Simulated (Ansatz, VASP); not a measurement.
## One calculation of BaTe, two programs

```
Ba Te
1.0
     0.00000    3.47688    3.47688
     3.47688    0.00000    3.47688
     3.47688    3.47688    0.00000
Ba Te
1 1
Cartesian
  0.0000 0.0000 0.0000
  3.4769 3.4769 3.4769
```

Change from the starting cell: volume scaled by 1.06.

Alike in both runs: task single point; functional PBE; k mesh 7 × 7 × 7; occupations fermi-dirac, width 0.05 eV; no spin polarisation.

|  | VASP | Ansatz |
| --- | --- | --- |
| version | VASP 6.6.1 | Ansatz 0.2.0 |
| potentials or method | VASP PAW PBE potentials, release 64 (Ba_sv, Te) | Ansatz PAW |
| plane-wave cutoff (eV) | 520 | 420 |
| valence electrons in the cell | 16 | 26 |

```tsv
	VASP	Ansatz	Ansatz less VASP
gap on the k mesh at the Fermi level (eV)	1.52	1.61	+0.086
least direct gap on the mesh (eV)	1.91	1.96	+0.053
pressure (GPa)	1.9	1.5	-0.36
```

The two sets of potentials don't hold the same shells in valence.

Caveats: spin-orbit coupling is left out, which moves the levels of the heavy elements; an odd mesh through Γ misses points on the zone boundary, where band edges often lie (VASP); odd divisions of the mesh miss points on the zone boundary, where band edges often lie, so the gap on the mesh can be too wide (Ansatz).
